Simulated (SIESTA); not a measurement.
The system is In.

```
CELL_PARAMETERS angstrom
-1.62547 1.62547 2.47370
1.62547 -1.62547 2.47370
1.62547 1.62547 -2.47370
ATOMIC_POSITIONS crystal
In 0.00000 0.00000 0.00000
```

Base run:

* Program: SIESTA 5.4.2
* Functional: PBE
* Potentials or basis: PseudoDojo 0.4 standard (PBE files)
* Basis: DZP (energy shift 0.003 Ry; two zetas on semicore shells)
* Grid cutoff: 500 Ry
* Energy shift: 0.003 Ry
* k mesh: 11 × 11 × 11
* Occupations: fermi-dirac, width 0.05 eV
* Spin: no spin polarisation

Its results: band gap on the k mesh none (metal or under the smearing width); pressure 2.4 GPa.

Q: The run is repeated on the same cell with these changes: functional from PBE to LDA; potentials or basis from PseudoDojo 0.4 standard (PBE files) to PseudoDojo 0.4 standard (LDA files). What comes out?

A: Band gap on the k mesh none (metal or under the smearing width); pressure -2.2 GPa.

Caveats: the basis of atomic orbitals isn't converged, which shifts pressures, moduli and gaps; spin-orbit coupling is left out, which moves the levels of the heavy elements (some runs).
